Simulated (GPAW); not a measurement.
BeTe:

```xyz
2
Lattice="0.0000 2.7700 2.7700 2.7700 0.0000 2.7700 2.7700 2.7700 0.0000" Properties=species:S:1:pos:R:3 pbc="T T T"
Te    4.1550    4.1550    4.1550
Be    0.0000    0.0000    0.0000
```

Program: GPAW 26.7.0. Alike in all runs: no spin polarisation; cell as given; k mesh 8 × 8 × 8; cutoff (eV) 800; smearing fermi-dirac 0.05 eV.

Task: Order these runs on this cell by their band gap on the k mesh, lowest first.
A. level r2SCAN; potentials or basis GPAW PAW data sets (gpaw-data 1.2.1), pw; band path GXWKGLUWLK,UX; band points 60
B. level TB-mBJ; potentials or basis GPAW PAW data sets for LDA (gpaw-data 1.2.1), pw
C. level PBEsol; potentials or basis PAW data sets generated in the run's folder for this functional, pw; band path GXWKGLUWLK,UX; band points 60

Result: C (1.75 eV), A (2.22 eV), B (2.52 eV).

Caveats: spin-orbit coupling is left out, which moves the levels of the heavy elements; a model potential gives levels but no total energy (some runs).

A k mesh can miss the band edges.

Runs at the PBE level aren't shown here.
